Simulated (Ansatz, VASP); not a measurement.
One calculation of Al8H, two programs

```
CELL_PARAMETERS angstrom
2.85432 0.00000 0.00000
-1.42716 2.47192 0.00000
0.00000 0.00000 31.97606
ATOMIC_POSITIONS crystal
Al 0.33333 0.66667 0.12509
Al 0.00000 0.00000 0.19845
Al 0.66667 0.33333 0.27182
Al 0.00000 0.00000 0.34518
Al 0.33333 0.66667 0.41795
Al 0.00000 0.00000 0.49169
Al 0.66667 0.33333 0.56544
Al 0.89022 0.96364 0.64167
H 0.50000 0.33333 0.67495
```

Alike in both runs: functional PBE; k mesh 9 × 9 × 1; occupations gaussian, width 0.1 eV; no spin polarisation.

Ansatz relaxed the structure, and its values are those at the end. VASP's run is a single point on that final structure, the one shown.

```csv
,VASP,Ansatz
version,VASP 6.6.1,Ansatz 0.2.0
potentials or method,"VASP PAW PBE potentials, release 64 (Al, H)","scalar-relativistic, plane waves, PAW"
plane-wave cutoff (eV),520,420
valence electrons in the cell,25,25
```

```tsv
	VASP	Ansatz	Ansatz less VASP
gap on the k mesh at the Fermi level (eV)	none	none	-
rms of the force components (eV/Å)	0.023	0.023	+0.0003
```

A gap of «none» marks a metal or a gap that the smearing closes. With one functional, cell and mesh, what is left measures potentials, basis and numerics.
